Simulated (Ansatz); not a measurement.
# CuI: projected DOS by orbital

```yaml
crystal:
  lattice:
    - [3.73317, -3.71109, 0.00000]
    - [3.73317, 3.71109, 0.00000]
    - [0.00000, 0.00000, 4.30700]
  atoms:
    - { symbol: Cu, position: [0.42044, 0.57956, 0.75000] }
    - { symbol: Cu, position: [0.57956, 0.42044, 0.25000] }
    - { symbol: I, position: [0.77004, 0.22996, 0.75000] }
    - { symbol: I, position: [0.22996, 0.77004, 0.25000] }
```

Atom numbers follow the list: Cu1, Cu2, I3, I4.

The cell is the one relaxed in the Materials Project (mp-1007922), not relaxed further here; entries there can be hypothetical.

No spin–orbit coupling, which matters for the heavy atoms here.

The calculation used DFT, PBE, all-electron LAPW, scalar-relativistic in Ansatz 0.2.0.

Numerical set-up: a Γ-centred 5×5×6 k mesh, Fermi–Dirac smearing of 0.02 eV, basis error target 0.5 meV/atom, no spin polarisation.

States per eV for one atom of each kind, in 0.4 eV bins named by their centres, from the valence-band top, projected on a minimal set of Löwdin-orthogonalised atomic shells; orbitals are real harmonics on the Cartesian axes, equal curves share a column, and empty bins are left out, as is all above 5.8 eV, near the top of the computed bands.

Cu1 3d:

```
# E all dz2 dxz dyz dx2-y2 dxy
-13.4 0.08 0.02 0.00 0.03 0.02 0.00
-5.8 0.18 0.07 0.00 0.08 0.03 0.00
-5.4 0.22 0.08 0.00 0.08 0.05 0.00
-5.0 0.15 0.06 0.00 0.03 0.05 0.00
-4.6 0.33 0.15 0.00 0.10 0.07 0.00
-4.2 1.02 0.35 0.02 0.47 0.15 0.04
-3.8 0.92 0.17 0.15 0.32 0.07 0.21
-3.4 0.89 0.06 0.48 0.06 0.02 0.26
-3.0 1.57 0.06 0.41 0.86 0.06 0.18
-2.6 3.27 0.74 0.97 1.09 0.17 0.30
-2.2 6.56 1.19 0.71 0.04 2.15 2.48
-1.8 5.48 1.02 1.44 0.50 1.74 0.78
-1.4 2.84 0.65 0.76 0.46 0.29 0.68
-1.0 0.65 0.28 0.04 0.24 0.04 0.06
-0.6 0.38 0.02 0.00 0.35 0.01 0.00
-0.2 0.13 0.00 0.00 0.13 0.00 0.00
2.2 0.02 0.00 0.00 0.01 0.01 0.00
2.6 0.06 0.01 0.00 0.03 0.02 0.00
3.0 0.05 0.01 0.00 0.02 0.01 0.00
3.4 0.03 0.01 0.00 0.02 0.00 0.00
3.8 0.03 0.01 0.00 0.02 0.00 0.00
4.2 0.01 0.00 0.00 0.00 0.00 0.00
4.6 0.01 0.00 0.00 0.00 0.00 0.00
5.0 0.01 0.00 0.00 0.00 0.00 0.00
5.4 0.01 0.00 0.00 0.00 0.00 0.00
```

I3 5p:

```
# E all pz px py
-13.4 0.02 0.00 0.00 0.02
-5.8 0.84 0.35 0.01 0.49
-5.4 1.00 0.50 0.02 0.49
-5.0 0.56 0.33 0.02 0.22
-4.6 0.70 0.25 0.05 0.41
-4.2 2.30 0.85 0.36 1.09
-3.8 2.11 0.76 0.91 0.43
-3.4 0.85 0.04 0.80 0.01
-3.0 0.63 0.07 0.52 0.03
-2.6 0.80 0.47 0.23 0.10
-2.2 0.43 0.05 0.30 0.08
-1.8 0.51 0.03 0.25 0.23
-1.4 1.75 0.15 1.28 0.32
-1.0 0.50 0.13 0.15 0.22
-0.6 0.28 0.25 0.01 0.02
-0.2 0.12 0.11 0.00 0.00
1.4 0.01 0.00 0.00 0.01
1.8 0.06 0.01 0.00 0.05
2.2 0.17 0.03 0.01 0.13
2.6 0.40 0.12 0.01 0.27
3.0 0.24 0.10 0.01 0.13
3.4 0.16 0.10 0.01 0.05
3.8 0.19 0.11 0.02 0.06
4.2 0.05 0.02 0.01 0.02
4.6 0.05 0.02 0.01 0.02
5.0 0.02 0.01 0.00 0.00
5.4 0.02 0.01 0.00 0.00
```

Cu1 4s:

```
# E all
-13.4 0.24
-5.8 0.36
-5.4 0.37
-5.0 0.11
-4.6 0.04
-4.2 0.08
-3.8 0.05
-3.0 0.03
-2.6 0.03
-2.2 0.15
-1.8 0.06
-1.4 0.04
-1.0 0.03
1.4 0.02
1.8 0.10
2.2 0.31
2.6 0.76
3.0 0.58
3.4 0.47
3.8 0.47
4.2 0.07
4.6 0.03
5.4 0.01
```

I3 5s:

```
# E all
-13.4 3.86
-13.0 0.16
-5.8 0.06
-5.4 0.07
-4.6 0.01
-4.2 0.04
-3.8 0.02
-3.0 0.01
-2.6 0.01
-2.2 0.01
-1.4 0.01
1.8 0.02
2.2 0.04
2.6 0.07
3.0 0.03
3.4 0.01
3.8 0.01
```
